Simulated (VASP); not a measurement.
MoS2, 3 atoms in the cell. Symmetry: R3m, No. 160, trigonal system. Conventional cell: a = 3.160 Å, b = 3.160 Å, c = 18.450 Å, α = 90.00°, β = 90.00°, γ = 120.00°. Around Mo (site symmetry 3m) lie 6 S at 2.39 Å. S (site symmetry 3m) is surrounded by 3 Mo at 2.39 Å. Around S (site symmetry 3m) lie 3 Mo at 2.39 Å. Measurements of this composition are mostly on another form, of space group No. 194.

```yaml
Program: VASP 6.6.1
Task: single point
Functional: PBE
Potentials_or_basis: VASP PAW PBE potentials, release 64 (Mo_sv, S)
Cutoff: 900 eV
k_mesh: 10 × 10 × 10
Occupations: gaussian, width 0.05 eV
Spin: no spin polarisation
Further_INCAR_settings: ADDGRID = False; ALGO = Normal; EDIFF = 1e-08
```

Potentials or basis: VASP PAW PBE potentials, release 64 (Mo_sv, S).

Launch:

```console
$ cat potpaw_PBE.64/Mo_sv/POTCAR potpaw_PBE.64/S/POTCAR > POTCAR
$ mpirun -np 1 vasp_std > vasp.out
```

Hardware: 1 thread of Intel(R) Xeon(R) Platinum 8488C (Sapphire Rapids), on a shared host.

Problem. Estimate the wall time of this run.

Solution. Wall time 12 min on 1 thread of Intel(R) Xeon(R) Platinum 8488C (Sapphire Rapids), with other jobs on the host, peak memory 0.7 GiB. Counts: scf iterations 17, k points 116.
